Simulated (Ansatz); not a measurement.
# Ta2Si: biaxial strain in the a-b plane

A series on Ta2Si: biaxial strain in the a-b plane, -2 to +1 %; the length and tilt of c and the atoms relax. Wanted: energy, stress and any gap along the series.

Program: Ansatz 0.2.0. Level of theory: DFT PBEsol, scalar-relativistic, plane waves, PAW. These are calculated values, not measurements.

2 further runs of the same task are left out: 2 set aside as unsound or not needed.

### Step 1. The system as given

The structure is tetragonal, space group I4/mcm (No. 140). Conventional cell: a = 6.137 Å, b = 6.137 Å, c = 5.040 Å, α = 90.00°, β = 90.00°, γ = 90.00°. Ta (site symmetry m2m) has 4 Si at 2.62 Å and 3 Ta at 2.83 to 2.94 Å in its first shell of neighbours. Around Si (site symmetry 422) lie 2 Si at 2.52 Å and 8 Ta at 2.62 Å.

As a file:

```xyz
12
Lattice="6.1368 0.0000 0.0000 0.0000 6.1368 0.0000 0.0000 0.0000 5.0398" Properties=species:S:1:pos:R:3 pbc="T T T"
Ta    2.0677    1.0007    2.5199
Ta    5.1361    2.0677    2.5199
Ta    1.0007    2.0677    0.0000
Ta    4.0691    1.0007    0.0000
Ta    5.1361    4.0691    0.0000
Ta    2.0677    5.1361    0.0000
Ta    4.0691    5.1361    2.5199
Ta    1.0007    4.0691    2.5199
Si    0.0000    0.0000    1.2599
Si    0.0000    0.0000    3.7798
Si    3.0684    3.0684    3.7798
Si    3.0684    3.0684    1.2599
```

It goes back to an entry of the Materials Project, which need not be the stable form.

The unstrained cell comes from an earlier run at this level (12 atoms, E(σ→0) -80945.2304 eV, gap none (metal)).

### Step 2. At -1.0 %

Contents of input.yaml:

```yaml
crystal:
  lattice:
    - [6.0753859035, 0.0, 0.0]
    - [0.0, 6.0753859035, 0.0]
    - [0.0, 0.0, 5.0700375177]
  atoms:
    - { symbol: Ta, position: [0.3369338061, 0.1630661939, 0.5] }
    - { symbol: Ta, position: [0.8369338061, 0.3369338061, 0.5] }
    - { symbol: Ta, position: [0.1630661939, 0.3369338061, 0.0] }
    - { symbol: Ta, position: [0.6630661939, 0.1630661939, 0.0] }
    - { symbol: Ta, position: [0.8369338061, 0.6630661939, 0.0] }
    - { symbol: Ta, position: [0.3369338061, 0.8369338061, 0.0] }
    - { symbol: Ta, position: [0.6630661939, 0.8369338061, 0.5] }
    - { symbol: Ta, position: [0.1630661939, 0.6630661939, 0.5] }
    - { symbol: Si, position: [0.0, 0.0, 0.25] }
    - { symbol: Si, position: [0.0, 0.0, 0.75] }
    - { symbol: Si, position: [0.5, 0.5, 0.75] }
    - { symbol: Si, position: [0.5, 0.5, 0.25] }
basis:
  ecutwfc: 420
kpoints:
  mp_grid: { grid: [6, 6, 8] }
hamiltonian:
  xc: pbesol
scf:
  occupations: { method: gaussian, width: 0.1 }
output:
  forces: true
  stress: true
  eigenvalues: true
relax:
  adjacent_minimum: "off"
  f_tol: 0.008
  max_steps: 40
  cell: { stress_tol: 0.015, fix: [a, b, gamma] }
```

The run is started by

```
ansatz run input.yaml --threads 1 --pin off --max-ram 2560MiB --backend cpu --events-out ev --progress --plain --runs-dir out
```

Further runs follow: the cell strained by +1.0 %; strain -2.0 %.

What does the calculation give? Wanted: (1/V) d²E/dε², innermost pair; strain of the free axis c per applied strain.

As calculated:

| quantity | value |
| --- | --- |
| largest energy cost | 13.7 meV/atom at -2.0 % |
| (1/V) d²E/dε², innermost pair | 681 GPa |
| strain of the free axis c per applied strain | -0.96 |

In words: The pair at ±1.0 % gives a curvature of 681 GPa, a rough value of twice the biaxial modulus; so few points cannot test it. The free axis c moves against the applied strain (factor -0.96). The runs treat Ta without spin-orbit coupling.
